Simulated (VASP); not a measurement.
# Se (P3_121) in VASP: settings compared

Aim: see how the results for Se move with the level of theory and the settings. Levels: PBE, HSE06. Tasks: single point.

All numbers are computed with VASP 6.6.1; they aren't measurements. Logs are shortened: lines on timing, memory, paths and dates and some standing lists are left out, and cuts for length are marked.

### 1 The structure

Symmetry: P3_121, No. 152, trigonal system. The conventional cell has a = 4.366 Å, b = 4.366 Å, c = 4.954 Å, α = 90.00°, β = 90.00°, γ = 120.00°. Se (site symmetry 2) is surrounded by 2 Se at 2.37 Å.

### 2 Single point, PBE

The input, INCAR:

```
PREC     = Accurate       # precision mode
ENCUT    = 520            # plane-wave cutoff, eV
EDIFF    = 1E-6           # SCF threshold, eV
ISMEAR   = 0              # smearing method
SIGMA    = 0.023          # smearing width, eV
LREAL    = False          # projectors in reciprocal space
LASPH    = True           # aspherical terms in the spheres
NELM     = 60             # most SCF steps
ALGO     = Normal         # electronic algorithm
ISIF     = 2              # what is computed and relaxed
LWAVE    = False          # write WAVECAR
LCHARG   = False          # write CHGCAR
GGA      = PE             # functional
```

The input, KPOINTS:

```
Automatic mesh
0
Gamma
  7 7 6
```

The input, POSCAR:

```
Se
1.0
    4.3662000000      0.0000000000      0.0000000000
   -2.1831000000      3.7812401180      0.0000000000
    0.0000000000      0.0000000000      4.9536000000
Se
3
Direct
    0.7746000000      0.7746000000      0.0000000000
    0.0000000000      0.2254000000      0.6666666667
    0.2254000000      0.0000000000      0.3333333333
```

Potentials or basis: VASP PAW PBE potentials, release 64 (Se).

Launch:

```bash
> cat potpaw_PBE.64/Se/POTCAR > POTCAR
> mpirun -np 1 vasp_std > vasp.out
```

OUTCAR:

```text
PREC = Accurate
   ENCUT = 520
   EDIFF = 1E-6
   ISMEAR = 0
   LREAL = False
   LASPH = True
   NELM = 60
   ISIF = 2
   GGA = PE

 ion  position               nearest neighbor table
   1  0.775  0.775  0.000-   2 2.37   3 2.37
   2  0.000  0.225  0.667-   1 2.37   3 2.37
   3  0.225  0.000  0.333-   1 2.37   2 2.37

  LATTYP: Found a hexagonal cell.
 ALAT       =     4.3662000000
 C/A-ratio  =     1.1345334616

  Lattice vectors:

 A1 = (   4.3662000000,   0.0000000000,   0.0000000000)
 A2 = (  -2.1831000000,   3.7812401180,   0.0000000000)
 A3 = (   0.0000000000,   0.0000000000,   4.9536000000)

Analysis of symmetry for initial positions (statically):
=====================================================================
 Subroutine PRICEL returns:
 Original cell was already a primitive cell.

 Routine SETGRP: Setting up the symmetry group for a
 hexagonal supercell.

 Subroutine GETGRP returns: Found  6 space group operations
 (whereof  2 operations were pure point group operations)
 out of a pool of 24 trial point group operations.

The static configuration has the point symmetry C_2 .
 The point group associated with its full space group is D_3 .

Analysis of symmetry for dynamics (positions and initial velocities):
=====================================================================
 Subroutine PRICEL returns:
 Original cell was already a primitive cell.

 Routine SETGRP: Setting up the symmetry group for a
 hexagonal supercell.

 Subroutine GETGRP returns: Found  6 space group operations
 (whereof  2 operations were pure point group operations)
 out of a pool of 24 trial point group operations.

The dynamic configuration has the point symmetry C_2 .
 The point group associated with its full space group is D_3 .

 Subroutine INISYM returns: Found  6 space group operations
 (whereof  2 operations are pure point group operations),
 and found     1 'primitive' translations

----------------------------------------------------------------------------------------

                                     Primitive cell

  volume of cell :      81.7822

  direct lattice vectors                    reciprocal lattice vectors
     4.366200000  0.000000000  0.000000000     0.229032110  0.132231751  0.000000000
    -2.183100000  3.781240118  0.000000000     0.000000000  0.264463501  0.000000000
     0.000000000  0.000000000  4.953600000     0.000000000  0.000000000  0.201873385

  length of vectors
[... 94 lines left out ...]
   PSTRESS=    0.0 pullay stress
   NELECT =      18.0000    total number of electrons
   NUPDOWN=      -1.0000    fix difference up-down
   EMIN   =  10.00;   EMAX   =-10.00  energy-range for DOS
   EFERMI =   0.00;   METHOD = LEGACY
   ISMEAR =     0;   SIGMA  =   0.02  broadening in eV -4-tet -1-fermi 0-gaus
   EFERMI_NEDOS =   21; number of points for ismear=-14 and -15
   IALGO  =     38    algorithm
   IMIX   =      4    mixing-type and parameters
     AMIX     =   0.40;   BMIX     =  1.00
     AMIX_MAG =   1.60;   BMIX_MAG =  1.00
  volume/ion in A,a.u.               =      27.26       183.96
  Fermi-wavevector in a.u.,A,eV,Ry     =   0.988430  1.867862 13.292817  0.976995
  Thomas-Fermi vector in A             =   2.119956
   LORBIT       =      0    0 simple, 1 ext, 2 COOP (PROOUT), +10 PAW based schemes
   GGA     = PE    functional components
   LHFCALC =     F    Hartree Fock is set to
   AEXX    =    0.0000 exact exchange contribution
   IVDW    =     0    specifies the selected vdW correction
   LEPSILON=     F    determine dielectric tensor
   LRPA    =     F    only Hartree local field effects (RPA)
 non-spin polarized calculation
 Gauss-broadening in eV      SIGMA  =   0.02
  energy-cutoff  :      520.00
  volume of cell :       81.78
 maximum number of plane-waves:      2214
   NGX = 17   NGY = 17   NGZ = 19

 number of electron      18.0000001 magnetization

 Free energy of the ion-electron system (eV)
  ---------------------------------------------------
  ext. energy  EPLUGINS =         0.00000000
  ---------------------------------------------------
  free energy    TOTEN  =       -10.46996575 eV

  energy without entropy =      -10.46996575  energy(sigma->0) =      -10.46996575

 E-fermi :   2.8076     XC(G=0):  -8.8425

 val. band max:        2.6765235648   @ k =   0.4286   0.1429   0.5000
 cond. band min:       3.8913934827   @ k =   0.0000   0.0000   0.5000
 fundamental gap:      1.2148699179
 Fermi energy:         2.8075741027

 k-point     1 :       0.0000    0.0000    0.0000
  band No.  band energies     occupation
      1     -13.1746      2.00000
      2      -9.0519      2.00000
      3      -9.0519      2.00000
      4      -1.1591      2.00000
      5      -1.1591      2.00000
      6      -1.0823      2.00000
      7       0.6240      2.00000
      8       0.6240      2.00000
      9       2.2611      2.00000
     10       4.5614      0.00000
     11       4.5614      0.00000
     12       4.8453      0.00000
     13       8.8453      0.00000
[... 354 lines left out ...]
  band No.  band energies     occupation
      1     -12.4069      2.00000
      2     -11.0128      2.00000
      3      -7.7166      2.00000
      4      -2.4874      2.00000
      5      -1.7593      2.00000
      6      -0.9106      2.00000
      7       0.6803      2.00000
      8       0.9220      2.00000
      9       1.7878      2.00000
     10       4.5691      0.00000
     11       4.9760      0.00000
     12       5.7187      0.00000
     13       9.0332      0.00000

 [... further k-points ...]

------------------------ aborting loop because EDIFF is reached ----------------------------------------

  FORCE on cell =-STRESS in cart. coord.  units (eV):
  Direction    XX          YY          ZZ          XY          YZ          ZX
  --------------------------------------------------------------------------------------
  -------------------------------------------------------------------------------------
  Total        1.1728029      1.1728029      2.1109188      0.0000000      0.0000000     -0.0000000
  in kB       22.9761262     22.9761262     41.3545502      0.0000000      0.0000000     -0.0000000
  external PRESSURE =      29.1022675 kB  Pullay stress =       0.0000000 kB

 VOLUME and BASIS-vectors are now :
 -----------------------------------------------------------------------------
  energy-cutoff  :      520.00
  volume of cell :       81.78
      direct lattice vectors                 reciprocal lattice vectors
     4.366200000  0.000000000  0.000000000     0.229032110  0.132231751  0.000000000
    -2.183100000  3.781240118  0.000000000     0.000000000  0.264463501  0.000000000
     0.000000000  0.000000000  4.953600000     0.000000000  0.000000000  0.201873385

 POSITION                                       TOTAL-FORCE (eV/Angst)
 -----------------------------------------------------------------------------------
      1.69103      2.92895      0.00000        -0.217021     -0.375892     -0.000000
     -0.49207      0.85229      3.30240        -0.217021      0.375892     -0.000000
      0.98414      0.00000      1.65120         0.434042     -0.000000      0.000000
 -----------------------------------------------------------------------------------
    total drift:                                0.000000      0.000000      0.000000

  FREE ENERGIE OF THE ION-ELECTRON SYSTEM (eV)
  ---------------------------------------------------
  free  energy   TOTEN  =       -10.4699657506 eV

  energy  without entropy=      -10.4699657506  energy(sigma->0) =      -10.46996575
```

stdout:

```text
POSCAR found type information on POSCAR Se
 POSCAR found :  1 types and       3 ions
 scaLAPACK will be used
 LDA part: xc-table for (Slater+PW92), standard interpolation
 POSCAR, INCAR and KPOINTS ok, starting setup
 FFT: planning ... GRIDC
 FFT: planning ... GRID_SOFT
 FFT: planning ... GRID
 WAVECAR not read
 entering main loop
```

Wall time 12 s (1 thread of Intel Xeon 6975P-C (Granite Rapids), shared host); peak memory 0.2 GiB.

What came out:

- Free energy: -10.4700 eV
- Pressure: 2.9 GPa
- Largest force: 0.434 eV/Å
- Band gap on the k mesh: 1.21 eV, indirect (least direct gap 1.47 eV)

Forces in eV/Å, atoms in the order of the input:
```
Se  -0.217 -0.376  0.000
Se  -0.217  0.376  0.000
Se   0.434  0.000  0.000
```

Stress tensor (GPa, compression positive):
```
2.30 0.00 0.00
0.00 2.30 0.00
0.00 0.00 4.14
```

Levels at points of the mesh, in eV from the valence-band top:
```tsv
k point	band 7	band 8	band 9	band 10	band 11	band 12
(0.00, 0.00, 0.00)	-2.05	-2.05	-0.42	1.88	1.88	2.17
(0.00, 0.00, 0.50)	-1.55	-1.55	-1.13	1.21	1.21	1.28
```

Caveat: an odd mesh through Γ misses points on the zone boundary, where band edges often lie.

### 3 Single point, HSE06

POSCAR is that of step 2.

The input, INCAR.step1:

```
SYSTEM = Se
PREC     = Accurate       ! precision mode
ENCUT    = 280            ! plane-wave cutoff, eV
EDIFF    = 1E-5           ! SCF threshold, eV
ISMEAR   = 0              ! smearing method
SIGMA    = 0.01           ! smearing width, eV
LREAL    = .FALSE.        ! projectors in reciprocal space
LASPH    = .TRUE.         ! aspherical terms in the spheres
NELM     = 100            ! most SCF steps
ALGO     = Normal         ! electronic algorithm
ISIF     = 2              ! what is computed and relaxed
LWAVE    = .TRUE.         ! write WAVECAR
NKRED    = 1            
NBANDS   = 17             ! bands
GGA      = PE             ! functional
```

The input, INCAR.step2:

```
SYSTEM = Se
PREC     = Accurate       ! precision mode
ENCUT    = 280            ! plane-wave cutoff, eV
EDIFF    = 1E-6           ! SCF threshold, eV
ISMEAR   = 0              ! smearing method
SIGMA    = 0.01           ! smearing width, eV
LREAL    = .FALSE.        ! projectors in reciprocal space
LASPH    = .TRUE.         ! aspherical terms in the spheres
NELM     = 100            ! most SCF steps
ALGO     = Normal         ! electronic algorithm
ISIF     = 2              ! what is computed and relaxed
LWAVE    = .FALSE.        ! write WAVECAR
LCHARG   = .FALSE.        ! write CHGCAR
GGA      = PE             ! functional
LHFCALC  = .TRUE.         ! exact exchange
HFSCREEN = 0.2            ! screening, 1/A
PRECFOCK = Fast         
NKRED    = 1            
NBANDS   = 17             ! bands
ISTART   = 1
```

The input, KPOINTS:

```
Automatic mesh
0
G
  4 4 3
  0 0 0
```

Potentials or basis: VASP PAW PBE potentials, release 64 (Se).

Launch:

```bash
> cat potpaw_PBE.64/Se/POTCAR > POTCAR
> cp INCAR.step1 INCAR
> mpirun -np 1 vasp_std > vasp.out
> cp INCAR.step2 INCAR
> mpirun -np 1 vasp_std > vasp.out
```

It took 53 s on 1 thread of Intel Xeon 6975P-C (Granite Rapids), shared host; peak memory 0.23 GiB.

These settings aren't checked as converged: the numbers below hold their error.

What came out:

```
Free energy            : -13.2864 eV
Pressure               : 0.5 GPa
Largest force          : 0.209 eV/Å
Band gap on the k mesh : 2.44 eV, indirect (least direct gap 2.82 eV)
```

Caveat: the k mesh is coarse (spacing up to 0.42 Å⁻¹), so the values aren't converged, least of all with exact exchange; the PAW data sets were made with another functional, which shifts forces and pressure a little; an odd mesh through Γ misses points on the zone boundary, where band edges often lie.

### 4 Single point, HSE06

POSCAR is that of step 3.

INCAR.step1, as its differences from that of step 3:

```diff
@@ -2,3 +2,3 @@
 PREC     = Accurate       ! precision mode
-ENCUT    = 280            ! plane-wave cutoff, eV
+ENCUT    = 340            ! plane-wave cutoff, eV
 EDIFF    = 1E-5           ! SCF threshold, eV
```

INCAR.step2, as its differences from that of step 3:

```diff
@@ -2,3 +2,3 @@
 PREC     = Accurate       ! precision mode
-ENCUT    = 280            ! plane-wave cutoff, eV
+ENCUT    = 340            ! plane-wave cutoff, eV
 EDIFF    = 1E-6           ! SCF threshold, eV
```

KPOINTS is that of step 3.

Launch:

```bash
> cat potpaw_PBE.64/Se/POTCAR > POTCAR
> cp INCAR.step1 INCAR
> mpirun -np 1 vasp_std > vasp.out
> cp INCAR.step2 INCAR
> mpirun -np 1 vasp_std > vasp.out
```

Wall time 60 s (1 thread of Intel Xeon 6975P-C (Granite Rapids), shared host); peak memory 0.25 GiB.

These settings aren't checked as converged: the numbers below hold their error.

Results:

```yaml
Free_energy: -13.2897 eV
Pressure: 0.5 GPa
Largest_force: 0.210 eV/Å
Band_gap_on_the_k_mesh: 2.44 eV, indirect (least direct gap 2.82 eV)
```

Caveat: the k mesh is coarse (spacing up to 0.42 Å⁻¹), so the values aren't converged, least of all with exact exchange; the PAW data sets were made with another functional, which shifts forces and pressure a little; an odd mesh through Γ misses points on the zone boundary, where band edges often lie.

### 5 Single point, HSE06

POSCAR is that of step 4.

INCAR.step1, as its differences from that of step 4:

```diff
@@ -2,3 +2,3 @@
 PREC     = Accurate       ! precision mode
-ENCUT    = 340            ! plane-wave cutoff, eV
+ENCUT    = 400            ! plane-wave cutoff, eV
 EDIFF    = 1E-5           ! SCF threshold, eV
```

INCAR.step2, as its differences from that of step 4:

```diff
@@ -2,3 +2,3 @@
 PREC     = Accurate       ! precision mode
-ENCUT    = 340            ! plane-wave cutoff, eV
+ENCUT    = 400            ! plane-wave cutoff, eV
 EDIFF    = 1E-6           ! SCF threshold, eV
@@ -16,3 +16,3 @@
 HFSCREEN = 0.2            ! screening, 1/A
-PRECFOCK = Fast         
+PRECFOCK = Accurate     
 NKRED    = 1
```

KPOINTS is that of step 4.

Launch:

```bash
> cat potpaw_PBE.64/Se/POTCAR > POTCAR
> cp INCAR.step1 INCAR
> mpirun -np 1 vasp_std > vasp.out
> cp INCAR.step2 INCAR
> mpirun -np 1 vasp_std > vasp.out
```

Wall time 5 min (1 thread of Intel Xeon 6975P-C (Granite Rapids), shared host); peak memory 0.27 GiB.

The run converged, but some of its settings lie outside the range that counts as converged, so its numbers aren't taken as properties of the crystal.

Results:

| Quantity | Value |
| --- | --- |
| Free energy | -13.2920 eV |
| Pressure | 0.5 GPa |
| Largest force | 0.212 eV/Å |
| Band gap on the k mesh | 2.44 eV, indirect (least direct gap 2.82 eV) |

Caveat: the k mesh is coarse (spacing up to 0.42 Å⁻¹), so the values aren't converged, least of all with exact exchange; the PAW data sets were made with another functional, which shifts forces and pressure a little; an odd mesh through Γ misses points on the zone boundary, where band edges often lie.

### 6 The reference run

An earlier run on the cell as given: functional PBEsol; potentials or basis VASP PAW PBE potentials, release 64 (Se); cutoff 520 eV; k mesh 7 × 7 × 6; occupations fermi-dirac, width 0.05 eV; no spin polarisation.

- Pressure: 0.4 GPa
- Largest force: 0.333 eV/Å
- Band gap on the k mesh: 1.14 eV, indirect (least direct gap 1.43 eV)
